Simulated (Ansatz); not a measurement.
The system is Fe.

```
Fe
1.0
     0.00000    1.94174    1.96511
     1.49844    0.00000    1.96511
     1.49844    1.94174    0.00000
Fe
1
Cartesian
  0.0000 0.0000 0.0000
```

Base run:

| Property | Result |
| --- | --- |
| Program | Ansatz 0.2.0 |
| Functional | PBE |
| Potentials or basis | Ansatz PAW |
| Cutoff | 420 eV (not typed: the program's choice for these potentials) |
| k mesh | 11 × 11 × 11 |
| Occupations | fermi-dirac, width 0.05 eV |
| Spin | collinear spin, ferromagnetic start |
| Starting moments | [3.0] μB |
| Fixed moment | 3 μB |

Its results: pressure 22.0 GPa; site moments Fe +2.95 μB.

Problem. The run is repeated on the same cell with these changes: fixed moment from 3 μB to 4.5 μB; moments at the start from [3.0] to [4.5]. What comes out?

Solution. Pressure 104.6 GPa; site moments Fe +3.99 μB.

Caveats: the total moment is fixed, so each spin has its own Fermi level; the thresholds are loose for stress; a pressure of tens of GPa on the cell as given is suspect, and the run, the potentials or the cell itself is likely at fault (some runs).
